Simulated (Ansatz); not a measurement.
# Ge2Sb2Te5: relaxing cell and atoms and phonons, part 2 of 2

Aim: for Ge2Sb2Te5, 2 runs in a chain (relaxing cell and atoms and phonons).

Ansatz 0.2.0; DFT PBE+D3(BJ), scalar-relativistic, plane waves, PAW.

**3. Phonons**

It takes the final geometry of step 2.

Contents of input.yaml:

```yaml
crystal:
  lattice:
    - [4.2327692989, 2.887e-07, 0.0]
    - [-2.1163848994, 3.6656855968, 0.0]
    - [0.0, 0.0, 17.446159]
  atoms:
    - { symbol: Te, position: [1.0, 1.0, 0.0] }
    - { symbol: Sb, position: [0.3333333333, 0.6666666667, 0.11354] }
    - { symbol: Te, position: [0.6666666667, 0.3333333333, 0.212417] }
    - { symbol: Ge, position: [0.0, 1.0, 0.340885] }
    - { symbol: Te, position: [0.3333333333, 0.6666666667, 0.422909] }
    - { symbol: Te, position: [0.6666666667, 0.3333333333, 0.577091] }
    - { symbol: Ge, position: [1.0, 0.0, 0.659115] }
    - { symbol: Te, position: [0.3333333333, 0.6666666667, 0.787583] }
    - { symbol: Sb, position: [0.6666666667, 0.3333333333, 0.88646] }
scf:
  occupations: { method: gaussian, width: 0.03 }
output: {}
hamiltonian:
  xc: pbe
  dispersion: d3bj
kpoints:
  mp_grid: { grid: [10, 10, 2] }
phonons:
  method: fd
  supercell: [1, 1, 1]
  amplitude: 0.02
  eigenvectors: true
  rigid_motions: translations
```

The run is started by

```sh
> ansatz run input.yaml --threads 8 --pin off --max-ram 20480MiB --backend cpu --events-out ev --progress --plain --runs-dir out
```

Output:

```text
Warning: RAYON_NUM_THREADS=8 ignored (pool sized by the plan → 8); use --threads N
Engine: ansatz 0.2.0, aarch64-unknown-linux-gnu
Pseudopotentials: kind: paw
Pseudopotential: Te, paw, valence charge 16, recommended cutoff 420 eV (normal), Te.paw.azcp
Pseudopotential: Sb, paw, valence charge 15, recommended cutoff 420 eV (normal), Sb.paw.azcp
Pseudopotential: Ge, paw, valence charge 14, recommended cutoff 420 eV (normal), Ge.paw.azcp
Functional definition: PBE
  parameter kappa = 0.804
  parameter beta = 0.06672455060314922
  exchange = pbe_x(kappa = kappa, mu = beta*pi^2/3)
  correlation = pbe_c(beta = beta)
Crystal: 9 atoms, lattice volume = 270.695 Å³
Basis set: ecut = 420 eV, 5273 PW (Γ), exchange–correlation on 60×60×240 points (8 copies of the dense FFT grid, shifted against one another)
Bands: 83, of which v1, the nominal top of the filled ones, is band 69 counted from 1 (68 counted from 0)
Symmetry: 12 space group operations
k-points: 28 of 200
Non-local potential: Te, projectors of the file, l = 0: 2, l = 1: 2, l = 2: 2, l = 3: 2
Non-local potential: Sb, projectors of the file, l = 0: 2, l = 1: 2, l = 2: 2, l = 3: 2
Non-local potential: Ge, projectors of the file, l = 0: 2, l = 1: 2, l = 2: 3, l = 3: 1
PAW form: soft (Blöchl's): semilocal exchange-correlation on the pseudo side does not see the compensation charge
PAW one-centre angular grid: Te, 590 points (default); XC on 64 Gauss nodes
PAW one-centre angular grid: Sb, 590 points (default); XC on 64 Gauss nodes
PAW one-centre angular grid: Ge, 590 points (default); XC on 64 Gauss nodes
Initial density: superposition of atomic densities (neutral atoms: chi_scale 0, normalization atom), corrected by the library's trained network
Initial wavefunctions: pseudopotential atomic-orbital guess
Functional: x = pbe(κ = 0.804, μ = 0.2195149727645171), c = pbe(β = 0.06672455060314922)
SCF iter   1: F=—  HF=-56463.378072 eV  |F-HF|=—  |Δ(HF+E_count)|=         —  Δρ=2.37e-3  dr2=1.77e-1  ethr=1.77e-3  ⟨swp⟩=6.2  Hψ=8724  notcnv=0  defer=24
preconditioner: auto → Resta (q_TF=auto, 2.439 Å⁻¹)  ε∞=4.5  [insulator: Δε(μ)=0.119 eV  Ē_g=8.300 eV  σ=0.030 eV  W_gap=0.99  n_scr=66 (ndim 8)  ℏωp=15.6 eV  f_vac=0.011  D(μ)=0.03/eV (n_scr^D=0)  ε∞_Penn≈4.5]
SCF iter   2: F=—  HF=-56463.370181 eV  |F-HF|=—  |Δ(HF+E_count)|=   7.89e-3  Δρ=2.13e-3  dr2=2.26e-1  ethr=1.28e-4  ⟨swp⟩=2.6  Hψ=3250  notcnv=0  defer=213
preconditioner: auto → LDOS  [insulator: Δε(μ)=0.039 eV  Ē_g=8.298 eV  σ=0.030 eV  W_gap=0.63  n_scr=66 (ndim 8)  ℏωp=15.6 eV  f_vac=0.011  D(μ)=1.06/eV (n_scr^D=4)  ε∞_Penn≈4.6  β→1.0]
SCF iter   3: F=—  HF=-56463.372569 eV  |F-HF|=—  |Δ(HF+E_count)|=   2.39e-3  Δρ=2.29e-3  dr2=1.56e-1  ethr=1.28e-4  ⟨swp⟩=3.2  Hψ=2892  notcnv=0  defer=213
SCF iter   4: F=—  HF=-56463.359238 eV  |F-HF|=—  |Δ(HF+E_count)|=   1.33e-2  Δρ=7.84e-4  dr2=1.46e-2  ethr=1.13e-4  ⟨swp⟩=2.7  Hψ=2549  notcnv=0  defer=213
SCF iter   5: F=—  HF=-56463.357779 eV  |F-HF|=—  |Δ(HF+E_count)|=   1.46e-3  Δρ=1.89e-4  dr2=7.88e-4  ethr=1.06e-5  ⟨swp⟩=2.0  Hψ=2530  notcnv=0  defer=213
SCF iter   6: F=—  HF=-56463.357719 eV  |F-HF|=—  |Δ(HF+E_count)|=   6.06e-5  Δρ=5.28e-5  dr2=2.82e-5  ethr=5.71e-7  ⟨swp⟩=2.0  Hψ=2577  notcnv=0  defer=213
SCF iter   7: F=—  HF=-56463.357737 eV  |F-HF|=—  |Δ(HF+E_count)|=   1.84e-5  Δρ=1.28e-5  dr2=4.54e-7  ethr=2.04e-8  ⟨swp⟩=2.0  Hψ=2696  notcnv=0  defer=213
SCF iter   8: F=—  HF=-56463.357615 eV  |F-HF|=—  |Δ(HF+E_count)|=   1.22e-4  Δρ=3.12e-6  dr2=2.86e-8  ethr=3.29e-10  ⟨swp⟩=2.0  Hψ=3492  notcnv=0  defer=213
SCF iter   9: F=—  HF=-56463.357615 eV  |F-HF|=—  |Δ(HF+E_count)|=   2.71e-8  Δρ=9.22e-7  dr2=2.07e-9  ethr=2.08e-11  ⟨swp⟩=2.2  Hψ=3512  notcnv=0  defer=213
SCF iter  10: F=-56463.357615 eV  HF=-56463.357615 eV  |F-HF|=1.46e-11  |Δ(HF+E_count)|=   1.78e-9  Δρ=2.78e-7  dr2=2.15e-10  ethr=1.00e-12  ⟨swp⟩=11.8  Hψ=11534  notcnv=0
WARN: dispersion: an atom stands within reach of a switch of its C6 between two reference coordination numbers of its element: through that C6 alone, e_disp changes by 0.025 eV or more while the distances to its neighbours run over a stretch of 0.05 Å that contains this geometry (sites counted from 0 in the run's list of atoms or, in a supercell that it derives, in that cell's: here a list of 9) — site 3 (Ge): coordination number 3.293 (about 3.02 to 3.57 with every neighbour 0.05 Å farther or nearer), switch near 3.408 between the references 2.919 (weight 0.71) and 3.897 (weight 0.29), e_disp changing by some 0.04 eV; site 6 (Ge): coordination number 3.293 (about 3.02 to 3.57 with every neighbour 0.05 Å farther or nearer), switch near 3.408 between the references 2.919 (weight 0.71) and 3.897 (weight 0.29), e_disp changing by some 0.04 eV; some 0.08 eV in sum. This is how the published method behaves, and the energy and the forces stay consistent. Where you compare this geometry's total energy with another's, compare their components.e_disp too, and, where the geometries are yours to choose, keep both on one side of the switch, which a site's coordination number tells: a relaxation that ends in reach of it can search the other side under relax.adjacent_minimum: search, except where no move that the cell, the constraints and the symmetry allow carries the atom there
SCF 1 converged in 10 iterations: F = -56463.357615 eV  dr2 = 2.15e-10
Symmetry: 2 space group operations
k-points: 62 of 200 (time reversal used)
Initial density: handed on by an earlier stage of this run
Initial wavefunctions: those handed on with the density
[... 2 lines left out ...]
preconditioner: auto → LDOS  [insulator: Δε(μ)=0.063 eV  Ē_g=8.303 eV  σ=0.030 eV  W_gap=0.86  n_scr=66 (ndim 8)  ℏωp=15.6 eV  f_vac=0.011  D(μ)=0.52/eV (n_scr^D=2)  ε∞_Penn≈4.5  β→1.0]
[... 8 lines left out ...]
SCF 2 converged in 9 iterations: F = -56463.356785 eV  dr2 = 3.78e-11
[... 2 lines left out ...]
preconditioner: auto → LDOS  [insulator: Δε(μ)=0.059 eV  Ē_g=8.305 eV  σ=0.030 eV  W_gap=0.83  n_scr=66 (ndim 8)  ℏωp=15.6 eV  f_vac=0.011  D(μ)=0.54/eV (n_scr^D=2)  ε∞_Penn≈4.5  β→1.0]
[... 8 lines left out ...]
SCF 3 converged in 9 iterations: F = -56463.356752 eV  dr2 = 4.90e-11
[... 2 lines left out ...]
preconditioner: auto → LDOS  [insulator: Δε(μ)=0.061 eV  Ē_g=8.301 eV  σ=0.030 eV  W_gap=0.84  n_scr=66 (ndim 8)  ℏωp=15.6 eV  f_vac=0.011  D(μ)=0.51/eV (n_scr^D=2)  ε∞_Penn≈4.5  β→1.0]
[... 6 lines left out ...]
SCF 4 converged in 7 iterations: F = -56463.356779 eV  dr2 = 2.82e-11
[... 2 lines left out ...]
preconditioner: auto → LDOS  [insulator: Δε(μ)=0.060 eV  Ē_g=8.304 eV  σ=0.030 eV  W_gap=0.83  n_scr=66 (ndim 8)  ℏωp=15.6 eV  f_vac=0.011  D(μ)=0.54/eV (n_scr^D=2)  ε∞_Penn≈4.5  β→1.0]
[... 9 lines left out ...]
SCF 5 converged in 10 iterations: F = -56463.356704 eV  dr2 = 1.78e-11
[... 2 lines left out ...]
preconditioner: auto → LDOS  [insulator: Δε(μ)=0.060 eV  Ē_g=8.303 eV  σ=0.030 eV  W_gap=0.83  n_scr=66 (ndim 8)  ℏωp=15.6 eV  f_vac=0.011  D(μ)=0.52/eV (n_scr^D=2)  ε∞_Penn≈4.5  β→1.0]
[... 6 lines left out ...]
SCF 6 converged in 7 iterations: F = -56463.356715 eV  dr2 = 9.70e-12
[... 2 lines left out ...]
preconditioner: auto → LDOS  [insulator: Δε(μ)=0.060 eV  Ē_g=8.300 eV  σ=0.030 eV  W_gap=0.83  n_scr=66 (ndim 8)  ℏωp=15.6 eV  f_vac=0.011  D(μ)=0.53/eV (n_scr^D=2)  ε∞_Penn≈4.5  β→1.0]
[... 8 lines left out ...]
SCF 7 converged in 9 iterations: F = -56463.356694 eV  dr2 = 1.45e-11
[... 2 lines left out ...]
preconditioner: auto → LDOS  [insulator: Δε(μ)=0.060 eV  Ē_g=8.306 eV  σ=0.030 eV  W_gap=0.84  n_scr=66 (ndim 8)  ℏωp=15.6 eV  f_vac=0.011  D(μ)=0.52/eV (n_scr^D=2)  ε∞_Penn≈4.5  β→1.0]
[... 6 lines left out ...]
SCF 8 converged in 7 iterations: F = -56463.356666 eV  dr2 = 1.13e-11
[... 2 lines left out ...]
preconditioner: auto → LDOS  [insulator: Δε(μ)=0.061 eV  Ē_g=8.306 eV  σ=0.030 eV  W_gap=0.84  n_scr=66 (ndim 8)  ℏωp=15.6 eV  f_vac=0.011  D(μ)=0.51/eV (n_scr^D=2)  ε∞_Penn≈4.5  β→1.0]
[... 8 lines left out ...]
SCF 9 converged in 9 iterations: F = -56463.356789 eV  dr2 = 3.19e-11
[... 2 lines left out ...]
preconditioner: auto → LDOS  [insulator: Δε(μ)=0.059 eV  Ē_g=8.301 eV  σ=0.030 eV  W_gap=0.82  n_scr=66 (ndim 8)  ℏωp=15.6 eV  f_vac=0.011  D(μ)=0.54/eV (n_scr^D=2)  ε∞_Penn≈4.5  β→1.0]
[... 6 lines left out ...]
SCF 10 converged in 7 iterations: F = -56463.356819 eV  dr2 = 1.97e-11
the harmonic batch is solved at displacements of 0.005 Å and a dr2 threshold of 2.5e-10 eV too, to whose constants those of the typed 0.02 Å and 1.0e-9 eV are held (scf.occupations.method, Limitations)
[... 10 lines left out ...]
WARN: dispersion: an atom stands within reach of a switch of its C6 between two reference coordination numbers of its element: through that C6 alone, e_disp changes by 0.025 eV or more while the distances to its neighbours run over a stretch of 0.05 Å that contains this geometry (sites counted from 0 in the run's list of atoms or, in a supercell that it derives, in that cell's: here a list of 9) — site 3 (Ge): coordination number 3.293 (about 3.02 to 3.57 with every neighbour 0.05 Å farther or nearer), switch near 3.408 between the references 2.919 (weight 0.71) and 3.897 (weight 0.29), e_disp changing by some 0.04 eV; site 6 (Ge): coordination number 3.293 (about 3.02 to 3.57 with every neighbour 0.05 Å farther or nearer), switch near 3.408 between the references 2.919 (weight 0.71) and 3.897 (weight 0.29), e_disp changing by some 0.04 eV; some 0.08 eV in sum. This is how the published method behaves, and the energy and the forces stay consistent. Where you compare this geometry's total energy with another's, compare their components.e_disp too, and, where the geometries are yours to choose, keep both on one side of the switch, which a site's coordination number tells: a relaxation that ends in reach of it can search the other side under relax.adjacent_minimum: search, except where no move that the cell, the constraints and the symmetry allow carries the atom there
SCF 11 converged in 10 iterations: F = -56463.357615 eV  dr2 = 2.15e-10
Initial wavefunctions: pseudopotential atomic-orbital guess (no wavefunctions were taken with the density)
[... 9 lines left out ...]
SCF 12 converged in 8 iterations: F = -56463.357563 eV  dr2 = 1.13e-11
[... 2 lines left out ...]
preconditioner: auto → LDOS  [insulator: Δε(μ)=0.062 eV  Ē_g=8.304 eV  σ=0.030 eV  W_gap=0.85  n_scr=66 (ndim 8)  ℏωp=15.6 eV  f_vac=0.011  D(μ)=0.53/eV (n_scr^D=2)  ε∞_Penn≈4.5  β→1.0]
[... 7 lines left out ...]
SCF 13 converged in 8 iterations: F = -56463.357562 eV  dr2 = 1.94e-11
[... 2 lines left out ...]
preconditioner: auto → LDOS  [insulator: Δε(μ)=0.063 eV  Ē_g=8.303 eV  σ=0.030 eV  W_gap=0.85  n_scr=66 (ndim 8)  ℏωp=15.6 eV  f_vac=0.011  D(μ)=0.51/eV (n_scr^D=2)  ε∞_Penn≈4.5  β→1.0]
[... 7 lines left out ...]
SCF 14 converged in 8 iterations: F = -56463.357562 eV  dr2 = 1.81e-11
[... 2 lines left out ...]
preconditioner: auto → LDOS  [insulator: Δε(μ)=0.063 eV  Ē_g=8.303 eV  σ=0.030 eV  W_gap=0.85  n_scr=66 (ndim 8)  ℏωp=15.6 eV  f_vac=0.011  D(μ)=0.52/eV (n_scr^D=2)  ε∞_Penn≈4.5  β→1.0]
[... 7 lines left out ...]
SCF 15 converged in 8 iterations: F = -56463.357558 eV  dr2 = 2.54e-11
[... 2 lines left out ...]
preconditioner: auto → LDOS  [insulator: Δε(μ)=0.062 eV  Ē_g=8.303 eV  σ=0.030 eV  W_gap=0.85  n_scr=66 (ndim 8)  ℏωp=15.6 eV  f_vac=0.011  D(μ)=0.52/eV (n_scr^D=2)  ε∞_Penn≈4.5  β→1.0]
[... 7 lines left out ...]
SCF 16 converged in 8 iterations: F = -56463.357559 eV  dr2 = 3.17e-11
[... 2 lines left out ...]
preconditioner: auto → LDOS  [insulator: Δε(μ)=0.062 eV  Ē_g=8.302 eV  σ=0.030 eV  W_gap=0.85  n_scr=66 (ndim 8)  ℏωp=15.6 eV  f_vac=0.011  D(μ)=0.52/eV (n_scr^D=2)  ε∞_Penn≈4.5  β→1.0]
[... 6 lines left out ...]
SCF 17 converged in 7 iterations: F = -56463.357557 eV  dr2 = 8.58e-11
[... 2 lines left out ...]
preconditioner: auto → LDOS  [insulator: Δε(μ)=0.062 eV  Ē_g=8.304 eV  σ=0.030 eV  W_gap=0.85  n_scr=66 (ndim 8)  ℏωp=15.6 eV  f_vac=0.011  D(μ)=0.52/eV (n_scr^D=2)  ε∞_Penn≈4.5  β→1.0]
[... 7 lines left out ...]
SCF 18 converged in 8 iterations: F = -56463.357556 eV  dr2 = 1.46e-11
[... 2 lines left out ...]
preconditioner: auto → LDOS  [insulator: Δε(μ)=0.063 eV  Ē_g=8.304 eV  σ=0.030 eV  W_gap=0.85  n_scr=66 (ndim 8)  ℏωp=15.6 eV  f_vac=0.011  D(μ)=0.52/eV (n_scr^D=2)  ε∞_Penn≈4.5  β→1.0]
[... 6 lines left out ...]
SCF iter   8: F=-56463.357564 eV  HF=-56463.357564 eV  |F-HF|=1.46e-11  |Δ(HF+E_count)|=  2.91e-11  Δρ=7.78e-8  dr2=2.50e-11  ethr=1.00e-12  ⟨swp⟩=5.0  Hψ=17349  notcnv=0
SCF 19 converged in 8 iterations: F = -56463.357564 eV  dr2 = 2.50e-11
iter 1 solved again at ethr=9.52e-7 eV; its pass at ethr=3.10e-3 eV (dr2=1.31e-3 eV) is discarded
SCF iter   1: F=—  HF=-56463.357666 eV  |F-HF|=—  |Δ(HF+E_count)|=         —  Δρ=5.91e-5  dr2=3.16e-5  ethr=9.52e-7  ⟨swp⟩=3.1  Hψ=32261  notcnv=0
SCF iter   2: F=—  HF=-56463.357695 eV  |F-HF|=—  |Δ(HF+E_count)|=   2.81e-5  Δρ=5.28e-5  dr2=1.34e-4  ethr=2.29e-8  ⟨swp⟩=2.5  Hψ=8655  notcnv=0
SCF iter   3: F=—  HF=-56463.357687 eV  |F-HF|=—  |Δ(HF+E_count)|=   7.03e-6  Δρ=2.23e-5  dr2=1.93e-5  ethr=2.29e-8  ⟨swp⟩=2.0  Hψ=7800  notcnv=0
SCF iter   4: F=—  HF=-56463.357691 eV  |F-HF|=—  |Δ(HF+E_count)|=   3.01e-6  Δρ=6.19e-6  dr2=1.23e-6  ethr=1.40e-8  ⟨swp⟩=1.4  Hψ=5200  notcnv=0
SCF iter   5: F=—  HF=-56463.357565 eV  |F-HF|=—  |Δ(HF+E_count)|=   1.26e-4  Δρ=1.85e-6  dr2=6.21e-8  ethr=8.93e-10  ⟨swp⟩=1.3  Hψ=5288  notcnv=0
SCF iter   6: F=—  HF=-56463.357565 eV  |F-HF|=—  |Δ(HF+E_count)|=   8.03e-9  Δρ=5.37e-7  dr2=1.25e-9  ethr=4.50e-11  ⟨swp⟩=2.0  Hψ=5989  notcnv=0
SCF iter   7: F=—  HF=-56463.357565 eV  |F-HF|=—  |Δ(HF+E_count)|=  1.16e-10  Δρ=2.08e-7  dr2=1.23e-10  ethr=1.00e-12  ⟨swp⟩=2.0  Hψ=8806  notcnv=0
SCF iter   8: F=-56463.357565 eV  HF=-56463.357565 eV  |F-HF|=1.46e-11  |Δ(HF+E_count)|=  2.91e-11  Δρ=7.69e-8  dr2=2.06e-11  ethr=1.00e-12  ⟨swp⟩=5.0  Hψ=17059  notcnv=0
SCF 20 converged in 8 iterations: F = -56463.357565 eV  dr2 = 2.06e-11
the harmonic batch's force constants are those of the typed 0.02 Å and are borne out by those of 0.005 Å (scf.occupations.method, Limitations); of what is allowed (1 % of a squared frequency or a pattern's product, and what the solves leave) the two part by 0.09
SCF converged after 10 iterations
Free energy (F): -56463.357615 eV
Harris-Foulkes:  -56463.357615 eV  (|F-HF|=2.91e-11)
Internal energy: -56463.357381 eV  (E = F + TS)
E sigma→0 (E₀):  -56463.357498 eV
Entropy (-TS):   -0.000234 eV (-0.026 meV/atom)
Fermi energy:    9.501078 eV
--- Per-component energies (eV) ---
  E_band       = -1922.534711
  E_kinetic    = 1533.454104
  E_local      = -14171.176719  (includes V_loc(G=0)·N_el)
  E_nonlocal   = -0.168102
  E_hartree    = 7524.188191
  E_xc         = -1048.577331
  E_vxc        = -840.561278  (∫ρ·V_xc dr)
  E_paw        = -36490.059651  (= ΣΔE_a)
  E_vpaw       = -3492.458437  (= ΣTr[D̂ρ^β])
  E_aug_tail   = -0.000360  (compensation charges beyond the density's cutoff)
  E_ewald      = -13807.144266
  E_disp       = -3.873248  (pairwise vdW)
  E_smearing   = -0.000234  (= −TS)
  E_closure    = 0.000000  (closes the sum)
  Σ components = -56463.357615   (vs F -56463.357615, Δ=0.00e0)
--- Forces (eV/Å), atoms counted from 1 ---
  atom   1  Te    -0.00000000    -0.00000000     0.00000000
  atom   2  Sb    -0.00000000    -0.00000000    -0.00002303
  atom   3  Te     0.00000000     0.00000000     0.00005661
  atom   4  Ge    -0.00000000     0.00000000     0.00015186
  atom   5  Te     0.00000000    -0.00000000     0.00002804
  atom   6  Te    -0.00000000     0.00000000    -0.00002804
  atom   7  Ge     0.00000000    -0.00000000    -0.00015186
  atom   8  Te    -0.00000000     0.00000000    -0.00005661
  atom   9  Sb     0.00000000     0.00000000     0.00002303
  max |Σ_I F_I| component: 2.08e-17 eV/Å
--- Band table (eV; the first three rows and the last of 28) ---
  k-point 0: bands = ["-27.9329", "-27.9329", "-27.9329", "-27.9329", "-27.9304", "-27.9304", "-27.9304", "-27.9304", "-27.9304", "-27.9303", "-27.7617", "-27.7520", "-27.7520", "-27.7182", "-27.7182", "-27.5324", "-27.5324", "-27.5317", "-27.5317", "-27.5137", "-27.5137", "-27.5083", "-27.5083", "-27.5055", "-27.5041", "-20.4164", "-20.4164", "-20.4158", "-20.4158", "-20.4114", "-20.4110", "-20.4096", "-20.4096", "-20.4095", "-20.4095", "-15.3853", "-15.3853", "-15.3852", "-15.3852", "-15.3740", "-15.3740", "-15.3740", "-15.3740", "-15.3702", "-15.3702", "-4.1536", "-3.6846", "-3.2719", "-2.5376", "-2.4869", "0.2040", "1.3324", "2.8124", "3.1316", "6.6215", "7.1230", "7.1230", "7.2482", "7.3092", "7.3092", "7.7390", "7.7390", "7.8333", "7.8333", "8.0665", "8.0665", "8.1723", "8.3591", "9.3803", "9.5877", "9.5877", "10.0912", "10.5831", "10.5831", "10.6037", "11.2005", "11.2005", "11.2850", "11.5494", "11.8522", "11.8522", "13.5006", "14.5358"]
[... 3 lines left out ...]
--- Phonons: 9 displaced members + reference (amplitude 0.02 Å, Σ member SCF iterations 74) ---
  symmetry images taken by strict's conditions (phonons.symmetry_images: auto; settled by no image being taken that strict refuses)
  ASR residual: 3.207e-4 → 0.000e0 eV/Å²; symmetrization residual: 2.712e-4 eV/Å²
  pairwise dispersion correction: d3bj (s6 = 1.0, s8 = 0.7875, a1 = 0.4289, a2_bohr = 4.4407), with the weights of each atom's references fixed at the reference crystal's, and the forces and stress that the weights' published response gives there kept as a pressure on the atom's counted neighbours (hamiltonian.dispersion)
  largest component of a force at the reference: 1.5e-4 eV/Å
  ASR residual per site (eV/Å²): 3.21e-4 1.94e-4 1.04e-4 2.53e-4 1.79e-4 1.79e-4 2.53e-4 1.04e-4 1.94e-4
  Γ frequencies (cm⁻¹): 0.00 0.00 0.00 31.18 31.18 38.17 38.17 39.71 50.01 51.50 51.50 70.00 95.36 95.36 101.42 101.42 106.23 106.23 115.19 142.86 142.86 144.77 144.77 154.42 167.11 181.32 182.38
  density of states and harmonic sums: on the 17×17×4 q-mesh, interpolated from the force constants of a 1×1×1 supercell (no non-analytic term)
  largest difference from the sums on the solved wave vectors: F 3.42e-1 eV, S 6.01e-4 and C_V 2.58e-4 eV/K
  zero-point energy: 0.165742 eV/cell   skipped modes (ω ≤ 0): 3   left out of the sums: 9.61e-5 of the cell's modes: C_V's classical limit lies that fraction below 3 k_B per atom; for a crystal, a wire or a layer, F and S can be off by more, and a phonons.interpolated_qmesh denser along its periods is the remedy for the sampling
```

It took 6.1 min on 8 threads of Arm Neoverse V1, shared host; peak memory 2 GiB.

Optical levels at the zone centre, without the three acoustic modes (i: imaginary):

```csv
cm⁻¹,THz,modes
31,0.93,2
38,1.14,2
40,1.19,1
50,1.50,1
52,1.54,2
70,2.10,1
95,2.86,2
101,3.04,2
106,3.18,2
115,3.45,1
143,4.28,2
145,4.34,2
154,4.63,1
167,5.01,1
181,5.44,1
182,5.47,1
```

Displacements in the lowest optical mode (31 cm⁻¹), eigenvector over the root of the mass, scaled so that the longest move is 1. It is one member of a degenerate level, so its direction within the level is arbitrary.

```csv
atom,x,y,z
Te1,0.00,0.54,0.00
Sb2,0.00,0.82,0.00
Te3,0.00,0.51,0.00
Ge4,0.00,-0.98,0.00
Te5,0.00,-1.00,0.00
Te6,0.00,-1.00,0.00
Ge7,0.00,-0.98,0.00
Te8,0.00,0.51,0.00
Sb9,0.00,0.82,0.00
```

Displacements in the highest mode (182 cm⁻¹), eigenvector over the root of the mass, scaled so that the longest move is 1.

```csv
atom,x,y,z
Te1,0.00,0.00,0.14
Sb2,0.00,0.00,-0.20
Te3,0.00,0.00,0.09
Ge4,0.00,0.00,1.00
Te5,0.00,0.00,-0.53
Te6,0.00,0.00,-0.53
Ge7,0.00,0.00,1.00
Te8,0.00,0.00,0.09
Sb9,0.00,0.00,-0.20
```

**4. The runs side by side**

This closing draws on all 2 parts.

```
step  volume (Å³/atom)  pressure (GPa)  energy (eV)  gap on the mesh (eV)  time
   2             30.08             0.0   -56463.357                  0.06  15 s
```

```
                                 quantity                                                                        value
                     relaxed cell, step 2  a = 4.233 Å, b = 4.233 Å, c = 17.446 Å, α = 90.00°, β = 90.00°, γ = 120.00°
optical modes at Γ (without the LO field)                                                               31 to 182 cm⁻¹
```

In words: No zone-centre mode is imaginary. That tests stability at Γ alone. These are transverse frequencies: in a polar insulator the field of longitudinal modes, left out here, lifts some of them. These runs have no spin-orbit coupling; with Sb, Te it would split and shift bands. Near these geometries the D3 coefficients change with coordination, as the log warns; steps in energy, slope or pressure can stem from that.
